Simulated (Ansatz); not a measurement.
Entries from a set of simulations; values are calculated unless marked as measured.

```json
{"subject": "GaN (P6_3mc): spin-orbit coupling beyond the local functionals", "lattice_ang": [[3.19, 0.0, 0.0], [-1.595, 2.7626, 0.0], [0.0, 0.0, 5.189]], "atoms": [["Ga", 0.6667, 0.3333, 0.0], ["Ga", 0.3333, 0.6667, 0.5], ["N", 0.6667, 0.3333, 0.375], ["N", 0.3333, 0.6667, 0.875]], "method": "DFT, HSE06 with spin-orbit coupling, plane waves, PAW (and 1 further level or step)", "program": "Ansatz 0.2.0", "settings_of_one_run": "cutoff 420 eV, 6×6×2 k-mesh, default PAW", "cost": "2 runs, 80 s in all on 1 × NVIDIA H100 80GB HBM3 (shared by 6 runs) with 3 threads of AMD EPYC 7R13 (Zen 3), shared host (the runs of this entry)", "notes": "The database entry behind the starting cell has ideal inner coordinates that were not refined. The cell and positions come from the Crystallography Open Database and are kept as given unless a step says otherwise.", "results": {"hse06": "3.15 eV", "hse06_soc": "3.15 eV"}}
```

[Paths, hosts, dates, memory and timing lines, banners, echoed tables and standing remarks are left out of the program output.]

[Logs are printed without paths, hosts, clocks, repeated set-up lines and the standing remarks that a program may print on its own settings, such as how far it seeks lower states.]

[Runs of the session that timed out or met a known fault of the program may be left out.]

[Cells called generated may have been cut or substituted from an entry of the Crystallography Open Database or the Materials Project.]

[Hosts, paths, dates, database ids (printed as entryN), source tags and the programs' standing remarks are cut or masked in the printed files.]
